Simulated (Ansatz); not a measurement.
Be3Se4 and its competing phases

Computed with DFT PBE, scalar-relativistic, plane waves, PAW (Ansatz 0.2.0). All cells share a 420 eV cutoff and Γ-centred k meshes spaced about 0.3 Å⁻¹ or finer (0.25 for metals, 2π included). No spin polarisation.

Energies over the elements count from the elements' standard structures at the same level, with no fitted energy shifts.

All energies are static (0 K, no zero-point motion). The reference form of Se is held partly by dispersion forces, which this level lacks.

The competitors are the elements and 1 reference phase of this chemical system (from databases or known types: BeSe), relaxed at the same level; other known phases may be missing.

The candidate was reached from: a cell proposed by chemical analogy.

```
Be Se
1.0
     7.08942    0.00000    0.00000
     0.00000    6.76351    0.00000
     0.00000    0.00000    6.37895
Be Se
6 8
Direct
  0.00000 0.14507 0.53998
  0.74760 0.32595 0.99548
  0.25240 0.32595 0.99548
  0.50000 0.85493 0.03998
  0.24760 0.67405 0.49549
  0.75240 0.67405 0.49549
  0.00000 0.84782 0.42058
  0.82640 0.37214 0.34818
  0.17360 0.37214 0.34818
  0.50000 0.15218 0.92058
  0.67360 0.62786 0.84818
  0.32640 0.62786 0.84818
  0.50000 0.80757 0.37211
  0.00000 0.19243 0.87211
```

**Question.** Into what would it decompose?

**Answer.** Its formation energy is -0.515 eV/atom. The lowest competing mixture at this composition is this:

```json
{"phase": "Se", "space group": "-", "source": "element", "share of atoms": "0.1429", "ΔE_f (eV/atom)": "0.000"}
{"phase": "BeSe", "space group": "F-43m (No. 216)", "source": "COD", "share of atoms": "0.8571", "ΔE_f (eV/atom)": "-0.797"}
```

The mixture lies at -0.683 eV/atom, and the candidate lies 168 meV/atom above it (167 meV/atom from unrounded values). The candidate matches no cell in the subsets of the Crystallography Open Database and the Materials Project at hand. It is metastable at best. Phonons aren't part of this comparison. It holds Se–Se pairs (shortest 2.46 Å).
